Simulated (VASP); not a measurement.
# Si (I4_1/amd) in VASP: a series of runs

The runs below take Si through single point, with LDA.

Program: VASP 6.6.1. These are calculated values, not measurements. Logs are shortened: lines on timing, memory, paths and dates and some standing lists are left out, and cuts for length are marked.

## 1. The crystal as given

Symmetry: I4_1/amd, No. 141, tetragonal system. The conventional cell has a = 4.172 Å, b = 4.172 Å, c = 4.602 Å, α = 90.00°, β = 90.00°, γ = 90.00°. Si (site symmetry -4m2) has 4 Si at 2.38 Å as nearest neighbours.

This isn't the form of Si at room conditions, which is diamond.

## 2. Single point, LDA

INCAR

```
SYSTEM = Si
ALGO = Fast ; EDIFF = 1E-6
ENCUT = 520 ; ISIF = 2
ISMEAR = 0 ; LASPH = .TRUE.
LCHARG = .TRUE. ; LELF = .TRUE.
LREAL = .FALSE. ; LVHAR = .TRUE.
LWAVE = .FALSE. ; NBANDS = 11
NELM = 60 ; PREC = Accurate
SIGMA = 0.05
```

KPOINTS

```
k-points
0
G
  10 10 10
  0 0 0
```

POSCAR

```
Si
1.0
    0.0000000000      2.9499419844      2.3009547478
    2.9499419844      0.0000000000      2.3009547478
    2.9499419844      2.9499419844      0.0000000000
Si
2
Direct
    0.5000000000      0.5000000000      0.5000000000
    0.7500000000      0.7500000000      0.7500000000
```

Potentials or basis: VASP PAW LDA potentials, release 64 (Si).

On the command line:

```sh
cat potpaw_LDA.64/Si/POTCAR > POTCAR
mpirun -np 1 vasp_std > vasp.out
```

OUTCAR:

```text
SYSTEM = Si
   EDIFF = 1E-6
   ENCUT = 520
   ISIF = 2
   ISMEAR = 0
   LASPH = .TRUE.
   LREAL = .FALSE.
   NELM = 60
   PREC = Accurate

 ion  position               nearest neighbor table
   1  0.500  0.500  0.500-   2 2.38   2 2.38   2 2.38   2 2.38
   2  0.750  0.750  0.750-   1 2.38   1 2.38   1 2.38   1 2.38

  LATTYP: Found a body centered tetragonal cell.
 ALAT       =     4.1718479626
 C/A-ratio  =     1.1030865786

  Lattice vectors:

 A1 = (   0.0000000000,  -2.9499419844,  -2.3009547478)
 A2 = (   0.0000000000,   2.9499419844,  -2.3009547478)
 A3 = (   2.9499419844,   0.0000000000,   2.3009547478)

Analysis of symmetry for initial positions (statically):
=====================================================================
 Subroutine PRICEL returns:
 Original cell was already a primitive cell.

 Routine SETGRP: Setting up the symmetry group for a
 body centered tetragonal supercell.

 Subroutine GETGRP returns: Found 16 space group operations
 (whereof  8 operations were pure point group operations)
 out of a pool of 16 trial point group operations.

The static configuration has the point symmetry D_2d.
 The point group associated with its full space group is D_4h.

Analysis of symmetry for dynamics (positions and initial velocities):
=====================================================================
 Subroutine PRICEL returns:
 Original cell was already a primitive cell.

 Routine SETGRP: Setting up the symmetry group for a
 body centered tetragonal supercell.

 Subroutine GETGRP returns: Found 16 space group operations
 (whereof  8 operations were pure point group operations)
 out of a pool of 16 trial point group operations.

The dynamic configuration has the point symmetry D_2d.
 The point group associated with its full space group is D_4h.

 Subroutine INISYM returns: Found 16 space group operations
 (whereof  8 operations are pure point group operations),
 and found     1 'primitive' translations

----------------------------------------------------------------------------------------

                                     Primitive cell

  volume of cell :      40.0465

  direct lattice vectors                    reciprocal lattice vectors
     0.000000000  2.949941984  2.300954748    -0.169494859  0.169494859  0.217301101
     2.949941984  0.000000000  2.300954748     0.169494859 -0.169494859  0.217301101
     2.949941984  2.949941984  0.000000000     0.169494859  0.169494859 -0.217301101

  length of vectors
     3.741196395  3.741196395  4.171847963     0.323537916  0.323537916  0.323537916

  position of ions in fractional coordinates (direct lattice)
     0.500000000  0.500000000  0.500000000
     0.750000000  0.750000000  0.750000000

  ion indices of the primitive-cell ions
   primitive index   ion index
                 1           1
                 2           2

----------------------------------------------------------------------------------------

 KPOINTS: k-points

Automatic generation of k-mesh.
 Grid dimensions read from file:
 generate k-points for:   10   10   10

 Generating k-lattice:

  Cartesian coordinates                     Fractional coordinates (reciprocal lattice)
    -0.016949486  0.016949486  0.021730110     0.100000000  0.000000000  0.000000000
     0.016949486 -0.016949486  0.021730110     0.000000000  0.100000000  0.000000000
     0.016949486  0.016949486 -0.021730110    -0.000000000 -0.000000000  0.100000000

  Length of vectors
     0.032353792  0.032353792  0.032353792

  Shift w.r.t. Gamma in fractional coordinates (k-lattice)
     0.000000000  0.000000000  0.000000000

 Subroutine IBZKPT returns following result:
 ===========================================

 Found    102 irreducible k-points:

 Following reciprocal coordinates:
            Coordinates               Weight
  0.000000  0.000000  0.000000      1.000000
  0.100000  0.000000  0.000000      8.000000
  0.200000  0.000000  0.000000      8.000000
  0.300000  0.000000  0.000000      8.000000
  0.400000  0.000000  0.000000      8.000000
  0.500000  0.000000  0.000000      4.000000
[... 16 lines left out ...]
  0.300000  0.300000  0.000000      2.000000
  0.400000  0.300000  0.000000      8.000000
 [... further k-points ...]
   k-points           NKPTS =    102   k-points in BZ     NKDIM =    102   number of bands    NBANDS=     11
   number of dos      NEDOS =    301   number of ions     NIONS =      2
   total plane-waves  NPLWV =  25088
   dimension x,y,z NGX =    28 NGY =   28 NGZ =   32
   dimension x,y,z NGXF=    56 NGYF=   56 NGZF=   64
   ions per type =               2
   NGX,Y,Z   is equivalent  to a cutoff of  12.44, 12.44, 12.75 a.u.
   NGXF,Y,Z  is equivalent  to a cutoff of  24.88, 24.88, 25.50 a.u.
 SYSTEM =  Si
   PREC   = accura    normal or accurate (medium, high low for compatibility)
   ISTART =      0    job   : 0-new  1-cont  2-samecut
   ICHARG =      2    charge: 1-file 2-atom 10-const
   ISPIN  =      1    spin polarized calculation?
   LNONCOLLINEAR =      F non collinear calculations
   LSORBIT =      F    spin-orbit coupling
   LASPH  =      T    aspherical Exc in radial PAW
   ENCUT  =  520.0 eV  38.22 Ry    6.18 a.u.   6.96  6.96  7.76*2*pi/ulx,y,z
   NELM   =     60;   NELMIN=  2; NELMDL= -5     # of ELM steps
   EDIFF  = 0.1E-05   stopping-criterion for ELM
   LREAL  =      F    real-space projection
   EDIFFG = 0.1E-04   stopping-criterion for IOM
   NSW    =      0    number of steps for IOM
   IBRION =     -1    ionic relax: 0-MD 1-quasi-New 2-CG
   NFREE  =      0    steps in history (QN), initial steepest desc. (CG)
   ISIF   =      2    stress and relaxation
   ISYM   =      2    0-nonsym 1-usesym 2-fastsym
   POTIM  = 0.5000    time-step for ionic-motion
   TEBEG  =    0.0;   TEEND  =   0.0 temperature during run
   PSTRESS=    0.0 pullay stress
   NELECT =       8.0000    total number of electrons
   NUPDOWN=      -1.0000    fix difference up-down
   EMIN   =  10.00;   EMAX   =-10.00  energy-range for DOS
   EFERMI =   0.00;   METHOD = LEGACY
   ISMEAR =     0;   SIGMA  =   0.05  broadening in eV -4-tet -1-fermi 0-gaus
   EFERMI_NEDOS =   21; number of points for ismear=-14 and -15
   IALGO  =     68    algorithm
   IMIX   =      4    mixing-type and parameters
     AMIX     =   0.40;   BMIX     =  1.00
     AMIX_MAG =   1.60;   BMIX_MAG =  1.00
  volume/ion in A,a.u.               =      20.02       135.12
  Fermi-wavevector in a.u.,A,eV,Ry     =   0.957010  1.808487 12.461143  0.915868
  Thomas-Fermi vector in A             =   2.085990
   LORBIT       =      0    0 simple, 1 ext, 2 COOP (PROOUT), +10 PAW based schemes
   GGA     = CA    functional components
   LHFCALC =     F    Hartree Fock is set to
   AEXX    =    0.0000 exact exchange contribution
   IVDW    =     0    specifies the selected vdW correction
   LEPSILON=     F    determine dielectric tensor
   LRPA    =     F    only Hartree local field effects (RPA)
 non-spin polarized calculation
 RMM-DIIS sequential band-by-band and
 Gauss-broadening in eV      SIGMA  =   0.05
  energy-cutoff  :      520.00
  volume of cell :       40.05
 maximum number of plane-waves:      1108
   NGX = 13   NGY = 13   NGZ = 15

 number of electron       8.0000000 magnetization

 Free energy of the ion-electron system (eV)
  ---------------------------------------------------
  ext. energy  EPLUGINS =         0.00000000
  ---------------------------------------------------
  free energy    TOTEN  =       -11.59328422 eV

  energy without entropy =      -11.59270116  energy(sigma->0) =      -11.59299269

 E-fermi :   5.6838     XC(G=0):  -9.6658

 val. band max:        5.6584974491   @ k =   0.3000   0.0000   0.0000
 cond. band min:       5.8973142423   @ k =   0.5000   0.3000   0.0000
 fundamental gap:      0.2388167933
 Fermi energy:         5.6837774565

 k-point     1 :       0.0000    0.0000    0.0000
  band No.  band energies     occupation
      1      -6.1206      2.00000
      2       5.4077      2.00000
      3       5.4077      2.00000
      4       6.7740      0.00000
      5       8.0319      0.00000
      6       8.4942      0.00000
      7       8.9853      0.00000
      8       8.9853      0.00000
      9      11.5345      0.00000
     10      13.6044      0.00000
     11      14.3294      0.00000

 k-point     2 :       0.1000    0.0000    0.0000
  band No.  band energies     occupation
      1      -5.9855      2.00000
      2       4.5732      2.00000
      3       5.1484      2.00000
      4       6.3111      0.00000
      5       7.9014      0.00000
      6       8.8199      0.00000
      7       9.1388      0.00000
      8       9.8357      0.00000
      9      11.5547      0.00000
     10      13.5390      0.00000
     11      14.2405      0.00000

 k-point     3 :       0.2000    0.0000    0.0000
  band No.  band energies     occupation
      1      -5.5862      2.00000
      2       2.8510      2.00000
      3       4.6260      2.00000
      4       5.9309      0.00000
      5       7.3406      0.00000
      6       9.0609      0.00000
      7       9.3599      0.00000
      8      11.5524      0.00000
      9      12.2813      0.00000
     10      13.0759      0.00000
     11      15.5213      0.00000
[... 267 lines left out ...]
 k-point    23 :       0.3000    0.3000    0.0000
  band No.  band energies     occupation
      1      -4.0782      2.00000
      2       2.0574      2.00000
      3       2.7372      2.00000
      4       2.7372      2.00000
      5       5.1978      2.00000
      6       8.7997      0.00000
      7      12.0762      0.00000
      8      12.0762      0.00000
      9      13.9198      0.00000
     10      15.3431      0.00000
     11      20.2810      0.00000

 k-point    24 :       0.4000    0.3000    0.0000
  band No.  band energies     occupation
      1      -3.3491      2.00000
      2       0.7786      2.00000
      3       2.4324      2.00000
      4       2.6170      2.00000
      5       5.3630      2.00000
      6       7.9035      0.00000
      7      12.2350      0.00000
      8      12.4879      0.00000
      9      15.5699      0.00000
     10      16.4855      0.00000
     11      19.1778      0.00000

 [... further k-points ...]

------------------------ aborting loop because EDIFF is reached ----------------------------------------

  FORCE on cell =-STRESS in cart. coord.  units (eV):
  Direction    XX          YY          ZZ          XY          YZ          ZX
  --------------------------------------------------------------------------------------
  -------------------------------------------------------------------------------------
  Total       -2.0152373     -2.0152373      1.0420932      0.0000000      0.0000000      0.0000000
  in kB      -80.6253745    -80.6253745     41.6919418      0.0000000      0.0000000      0.0000000
  external PRESSURE =     -39.8529358 kB  Pullay stress =       0.0000000 kB

 VOLUME and BASIS-vectors are now :
 -----------------------------------------------------------------------------
  energy-cutoff  :      520.00
  volume of cell :       40.05
      direct lattice vectors                 reciprocal lattice vectors
     0.000000000  2.949941984  2.300954748    -0.169494859  0.169494859  0.217301101
     2.949941984  0.000000000  2.300954748     0.169494859 -0.169494859  0.217301101
     2.949941984  2.949941984  0.000000000     0.169494859  0.169494859 -0.217301101

 POSITION                                       TOTAL-FORCE (eV/Angst)
 -----------------------------------------------------------------------------------
      2.94994      2.94994      2.30095         0.000000      0.000000     -0.000000
      4.42491      4.42491      3.45143        -0.000000     -0.000000      0.000000
 -----------------------------------------------------------------------------------
    total drift:                                0.000000      0.000000     -0.000000

  FREE ENERGIE OF THE ION-ELECTRON SYSTEM (eV)
  ---------------------------------------------------
  free  energy   TOTEN  =       -11.5932842201 eV

  energy  without entropy=      -11.5927011553  energy(sigma->0) =      -11.59299269
```

Wall time 22 s (1 thread of AMD EPYC 9R45 (Zen 5), shared host); peak memory 0.12 GiB.

Results:

```
Free energy            : -11.5933 eV
Pressure               : -4.0 GPa
Band gap on the k mesh : none (metal or under the smearing width)
```

## 3. Single point, LDA

This run uses another cell than the first one, of the same volume but with other edges.

INCAR

```
SYSTEM = Si
PREC = Accurate ; ENCUT = 520
EDIFF = 1E-6 ; ISMEAR = 0
SIGMA = 0.05 ; LREAL = .FALSE.
LASPH = .TRUE. ; NELM = 60
ALGO = Normal ; ISIF = 2
LWAVE = .FALSE. ; LCHARG = .FALSE.
GGA = CA ; NBANDS = 11
```

KPOINTS

```
regular mesh
0
G
  10 10 10
  0 0 0
```

POSCAR

```
Si
1.0
    0.0000000000      2.3721815446      3.5582723169
    2.3721815446      0.0000000000      3.5582723169
    2.3721815446      2.3721815446      0.0000000000
Si
2
Direct
    0.5000000000      0.5000000000      0.5000000000
    0.7500000000      0.7500000000      0.7500000000
```

Potentials or basis: VASP PAW LDA potentials, release 64 (Si).

On the command line:

```sh
cat potpaw_LDA.64/Si/POTCAR > POTCAR
mpirun -np 1 vasp_std > vasp.out
```

OUTCAR:

```text
SYSTEM = Si
   PREC = Accurate
   ENCUT = 520
   EDIFF = 1E-6
   ISMEAR = 0
   LREAL = .FALSE.
   LASPH = .TRUE.
   NELM = 60
   ISIF = 2
   GGA = CA

 ion  position               nearest neighbor table
   1  0.500  0.500  0.500-   2 2.45   2 2.45   2 2.45   2 2.45
   2  0.750  0.750  0.750-   1 2.45   1 2.45   1 2.45   1 2.45

  LATTYP: Found a body centered tetragonal cell.
 ALAT       =     3.3547713128
 C/A-ratio  =     2.1213203436

  Lattice vectors:

 A1 = (  -2.3721815446,   0.0000000000,   3.5582723169)
 A2 = (   2.3721815446,   0.0000000000,   3.5582723169)
 A3 = (   0.0000000000,   2.3721815446,  -3.5582723169)

Analysis of symmetry for initial positions (statically):
=====================================================================
 Subroutine PRICEL returns:
 Original cell was already a primitive cell.

 Routine SETGRP: Setting up the symmetry group for a
 body centered tetragonal supercell.

 Subroutine GETGRP returns: Found 16 space group operations
 (whereof  8 operations were pure point group operations)
 out of a pool of 16 trial point group operations.

The static configuration has the point symmetry D_2d.
 The point group associated with its full space group is D_4h.

Analysis of symmetry for dynamics (positions and initial velocities):
=====================================================================
 Subroutine PRICEL returns:
 Original cell was already a primitive cell.

 Routine SETGRP: Setting up the symmetry group for a
 body centered tetragonal supercell.

 Subroutine GETGRP returns: Found 16 space group operations
 (whereof  8 operations were pure point group operations)
 out of a pool of 16 trial point group operations.

The dynamic configuration has the point symmetry D_2d.
 The point group associated with its full space group is D_4h.

 Subroutine INISYM returns: Found 16 space group operations
 (whereof  8 operations are pure point group operations),
 and found     1 'primitive' translations

----------------------------------------------------------------------------------------

                                     Primitive cell

  volume of cell :      40.0465

[... 119 lines left out ...]
 non-spin polarized calculation
 Gauss-broadening in eV      SIGMA  =   0.05
  energy-cutoff  :      520.00
  volume of cell :       40.05
 maximum number of plane-waves:      1098
   NGX = 15   NGY = 15   NGZ = 13

 number of electron       8.0000000 magnetization

 Free energy of the ion-electron system (eV)
  ---------------------------------------------------
  ext. energy  EPLUGINS =         0.00000000
  ---------------------------------------------------
  free energy    TOTEN  =       -10.67039150 eV

  energy without entropy =      -10.66793925  energy(sigma->0) =      -10.66916537

 E-fermi :   6.0867     XC(G=0):  -9.7603

 val. band max:        6.0594328625   @ k =  -0.1000  -0.0000   0.1000
 cond. band min:       6.1016437297   @ k =  -0.4000   0.1000   0.4000
 fundamental gap:      0.0422108672
 Fermi energy:         6.0866581089

 k-point     1 :       0.0000    0.0000    0.0000
  band No.  band energies     occupation
      1      -6.0687      2.00000
      2       3.1955      2.00000
      3       5.5706      2.00000
      4       7.4844      0.00000
      5       7.4844      0.00000
      6       8.7757      0.00000
      7       8.7757      0.00000
      8       9.8874      0.00000
      9      12.3202      0.00000
     10      12.7840      0.00000
     11      13.9635      0.00000
[... 309 lines left out ...]
 k-point    24 :       0.4000    0.3000    0.0000
  band No.  band energies     occupation
      1      -4.6345      2.00000
      2      -1.4934      2.00000
      3       4.7679      2.00000
      4       5.8969      2.00000
      5       9.2451      0.00000
      6      10.4615      0.00000
      7      11.1298      0.00000
      8      12.7112      0.00000
      9      12.9946      0.00000
     10      16.0506      0.00000
     11      17.7788      0.00000

 [... further k-points ...]

------------------------ aborting loop because EDIFF is reached ----------------------------------------

  FORCE on cell =-STRESS in cart. coord.  units (eV):
  Direction    XX          YY          ZZ          XY          YZ          ZX
  --------------------------------------------------------------------------------------
  -------------------------------------------------------------------------------------
  Total       -0.1195812     -0.1195812     -4.2610319      0.0000000     -0.0000000     -0.0000000
  in kB       -4.7841910     -4.7841910   -170.4748607      0.0000000     -0.0000000     -0.0000000
  external PRESSURE =     -60.0144142 kB  Pullay stress =       0.0000000 kB

 VOLUME and BASIS-vectors are now :
 -----------------------------------------------------------------------------
  energy-cutoff  :      520.00
  volume of cell :       40.05
      direct lattice vectors                 reciprocal lattice vectors
     0.000000000  2.372181545  3.558272317    -0.210776448  0.210776448  0.140517632
     2.372181545  0.000000000  3.558272317     0.210776448 -0.210776448  0.140517632
     2.372181545  2.372181545  0.000000000     0.210776448  0.210776448 -0.140517632

 POSITION                                       TOTAL-FORCE (eV/Angst)
 -----------------------------------------------------------------------------------
      2.37218      2.37218      3.55827         0.000000      0.000000     -0.000000
      3.55827      3.55827      5.33741        -0.000000     -0.000000      0.000000
 -----------------------------------------------------------------------------------
    total drift:                               -0.000000     -0.000000     -0.000000

  FREE ENERGIE OF THE ION-ELECTRON SYSTEM (eV)
  ---------------------------------------------------
  free  energy   TOTEN  =       -10.6703914968 eV

  energy  without entropy=      -10.6679392463  energy(sigma->0) =      -10.66916537
```

stdout:

```text
POSCAR found type information on POSCAR Si
 POSCAR found :  1 types and       2 ions
 scaLAPACK will be used
 LDA part: xc-table for (Slater(with rela. corr.)+CA(PZ))
 , standard interpolation
 POSCAR, INCAR and KPOINTS ok, starting setup
 FFT: planning ... GRIDC
 FFT: planning ... GRID_SOFT
 FFT: planning ... GRID
 WAVECAR not read
 entering main loop
```

Wall time 20 s (1 thread of AMD EPYC 9R45 (Zen 5), shared host); peak memory 0.13 GiB.

What came out:

| Property | Result |
| --- | --- |
| Free energy | -10.6704 eV |
| Pressure | -6.0 GPa |
| Band gap on the k mesh | none (metal or under the smearing width) |

(Part 1 of 2 ends here.)
